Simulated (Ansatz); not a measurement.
## Au: what symmetry allows forces and stress to be

```
CELL_PARAMETERS angstrom
1.30584 -2.46890 -0.12603
1.30584 2.46890 0.12603
0.00000 0.24128 5.06742
ATOMIC_POSITIONS crystal
Au 0.64766 0.35234 0.24124
Au 0.35234 0.64766 0.75876
```

Method: DFT PBEsol, scalar-relativistic, plane waves, PAW (Ansatz 0.2.0).

Cutoff 420 eV; k points 16×16×8 on the computed 2-atom cell (Γ-centred); Gaussian smearing, width 0.10 eV; no spin polarisation.

This distorted cell has space group C2/m, with 4 operations.

Without a calculation: in which directions can each atom feel a force?

A force must be left unchanged by every operation that keeps its atom in place, so it lies in the space that those operations leave fixed. Atoms that the group maps onto each other feel forces of one size.
```json
{"atom": "Au1", "site symmetry": "m", "operations at the site": "2", "equivalent to atom": "1", "allowed force (Cartesian)": "in the plane normal to (1.00, 0.00, 0.00)"}
{"atom": "Au2", "site symmetry": "m", "operations at the site": "2", "equivalent to atom": "1", "allowed force (Cartesian)": "in the plane normal to (1.00, 0.00, 0.00)"}
```

That leaves 2 independent force components of 6. A relaxation in this cell that keeps the symmetry moves the atoms in these directions alone.

And the stress tensor?

It must be invariant under the point group, which leaves 4 independent components: xz, xy vanish.

Do the computed values obey this?

Yes. Forces (eV/Å):
```
Au1  0.000 -0.201  0.739
Au2  0.000  0.201 -0.739
```

Stress (GPa, compression positive, xx yy zz yz xz xy): 30.21 9.61 5.22 -1.73 0.00 0.00. The program imposes the same operations on density, forces and stress, so this confirms the analysis and is no independent test of the calculation.

Spin–orbit coupling is left out, which can shift energies with elements as heavy as these.

This form isn't the element's structure at ambient conditions.